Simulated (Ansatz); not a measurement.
Ansatz input

```yaml
crystal:
  lattice:
    - [3.8683829402, 0.0, 0.0]
    - [-1.9341914701, 3.3501178978, 0.0]
    - [0.0, 0.0, 7.2565698017]
  atoms:
    - { symbol: Se, position: [1.0, 1.0, 1.0] }
    - { symbol: Se, position: [1.0, 1.0, 0.5] }
    - { symbol: Se, position: [0.3333333333, 0.6666666667, 0.25] }
    - { symbol: Se, position: [0.6666666667, 0.3333333333, 0.75] }
hamiltonian:
  xc: rpbe
  pseudopotentials:
    kind: paw
    azcp:
      Se: "pseudopotentials/Se.paw.azcp"
basis:
  ecutwfc: 420
  fft_grid_basis: typed
kpoints:
  mp_grid: { grid: [12, 12, 6], shift: [0, 0, 0] }
magnetization:
  spin_polarized: false
scf:
  occupations: { method: fermi_dirac, width: 0.1 }
```

Terminal output

```
Engine: ansatz 0.2.0, x86_64-unknown-linux-gnu
Pseudopotentials: kind: paw
Pseudopotential: Se, paw, valence charge 16, recommended cutoff 420 eV (normal) 
Functional definition: RPBE
  parameter kappa = 0.804
  parameter beta = 0.06672455060314922
  exchange = rpbe_x(kappa = kappa, mu = beta*pi^2/3)
  correlation = pbe_c(beta = beta)
Crystal: 4 atoms, lattice volume = 94.042 Å³
Basis set: ecut = 420 eV, 1837 PW (Γ)
Bands: 37, of which v1, the nominal top of the filled ones, is band 32 counted from 1 (31 counted from 0)
Symmetry: 24 space group operations
Space group: P63/mmc (ITA 194), of the structure as read, at distance tolerance 4.5e-5 Å
k-points: 76 of 864
Non-local potential: Se, projectors of the file, l = 0: 2, l = 1: 2, l = 2: 3, l = 3: 1
PAW form: soft (Blöchl's): semilocal exchange-correlation on the pseudo side does not see the compensation charge
PAW frozen core: Se, regenerated for the run's functional, and the local potential with it (the file was generated under x = pbe(κ = 0.804, μ = 0.2195149727645171), c = pbe(β = 0.06672455060314922))
PAW one-centre angular grid: Se, 590 points (default); XC on 64 Gauss nodes
Initial density: superposition of atomic densities (neutral atoms: chi_scale 0, normalization atom), corrected by the library's trained network
Initial wavefunctions: pseudopotential atomic-orbital guess
Functional: x = rpbe, c = pbe(β = 0.06672455060314922)
SCF iter   1: F=—  HF=-21899.030843 eV  |F-HF|=—  |Δ(HF+E_count)|=         —  Δρ=2.46e-3  dr2=2.86e-3  ethr=1.77e-3  ⟨swp⟩=6.2  Hψ=10228  notcnv=0
SCF iter   2: F=—  HF=-21899.032669 eV  |F-HF|=—  |Δ(HF+E_count)|=   1.83e-3  Δρ=4.99e-4  dr2=2.39e-4  ethr=4.47e-6  ⟨swp⟩=2.0  Hψ=5875  notcnv=0
SCF iter   3: F=—  HF=-21899.032570 eV  |F-HF|=—  |Δ(HF+E_count)|=   9.92e-5  Δρ=1.32e-4  dr2=1.84e-5  ethr=3.74e-7  ⟨swp⟩=2.0  Hψ=5263  notcnv=0
SCF iter   4: F=—  HF=-21899.032570 eV  |F-HF|=—  |Δ(HF+E_count)|=   5.01e-7  Δρ=5.51e-5  dr2=2.55e-6  ethr=2.88e-8  ⟨swp⟩=2.0  Hψ=5297  notcnv=0
SCF iter   5: F=—  HF=-21899.032574 eV  |F-HF|=—  |Δ(HF+E_count)|=   4.25e-6  Δρ=1.22e-5  dr2=2.08e-7  ethr=3.98e-9  ⟨swp⟩=2.0  Hψ=3775  notcnv=0
SCF iter   6: F=-21899.032575 eV  HF=-21899.032575 eV  |F-HF|=2.74e-9  |Δ(HF+E_count)|=   3.29e-7  Δρ=2.23e-6  dr2=7.17e-9  ethr=1.56e-10  ⟨swp⟩=2.8  Hψ=5856  notcnv=0
SCF 1 converged in 6 iterations: F = -21899.032575 eV  dr2 = 7.17e-9
SCF converged after 6 iterations
Free energy (F): -21899.032575 eV
Harris-Foulkes:  -21899.032575 eV  (|F-HF|=2.74e-9)
Internal energy: -21898.949062 eV  (E = F + TS)
E sigma→0 (E₀):  -21898.990818 eV
Entropy (-TS):   -0.083513 eV (-20.878 meV/atom)
Fermi energy:    9.194372 eV
--- Per-component energies (eV) ---
  E_band       = -1502.585841
  E_kinetic    = 463.468274
  E_local      = -9127.353166  (includes V_loc(G=0)·N_el)
  E_nonlocal   = -2382.967384
  E_hartree    = 4527.575201
  E_xc         = -412.987302
  E_vxc        = -386.567780  (∫ρ·V_xc dr)
  E_paw        = -7670.797712  (= ΣΔE_a)
  E_vpaw       = 875.690608  (= ΣTr[D̂ρ^β])
  E_aug_tail   = -0.002384  (compensation charges beyond the density's cutoff)
  E_ewald      = -7294.786191
  E_core_change = -1.098396  (= ΣΔE_core)
  E_smearing   = -0.083513  (= −TS)
  E_closure    = -0.000000  (closes the sum)
  Σ components = -21899.032575   (vs F -21899.032575, Δ=0.00e0)
```

Command:

```sh
ansatz run input.yaml --threads 2 --pin off --max-ram 5120MiB --backend cpu --events-out ev --progress --plain --runs-dir out
```

On 2 threads of Intel(R) Xeon(R) Platinum 8488C (Sapphire Rapids) (shared host) this took about 5.4 s of wall time and 10 s of CPU time.
